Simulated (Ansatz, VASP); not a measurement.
Bi in VASP and in Ansatz

```xyz
3
Lattice="5.6460 0.0000 0.0000 -2.8230 4.8896 0.0000 0.0000 0.0000 3.4610" Properties=species:S:1:pos:R:3 pbc="T T T"
Bi    0.0000    0.0000    0.0000
Bi    0.0000    3.2597    1.7305
Bi    2.8230    1.6299    1.7305
```

The cell was built by a generator and needn't be a form met in nature.

Alike in both runs: task relaxation of cell and atoms; functional LDA; k mesh 7 × 7 × 9; occupations fermi-dirac, width 0.1 eV; no spin polarisation.

|  | VASP | Ansatz |
| --- | --- | --- |
| version | VASP 6.6.1 | Ansatz 0.2.0 |
| potentials or method | VASP PAW LDA potentials, release 64 (Bi_d) | plane waves (420 eV) with PAW, scalar-relativistic |
| plane-wave cutoff (eV) | 600 | 420 |
| valence electrons in the cell | 45 | 45 |

|  | VASP | Ansatz | Ansatz less VASP |
| --- | --- | --- | --- |
| relaxed volume (Å³/atom) | 29.74 | 29.67 | -0.075 |
| relaxed cell length with the largest relative difference (Å) | 5.588 | 5.583 | -0.0051 |
| energy change over the relaxation (meV/atom) | -31 | -33 | -1.8 |

Ansatz warned: «pseudo_functional_mismatch».
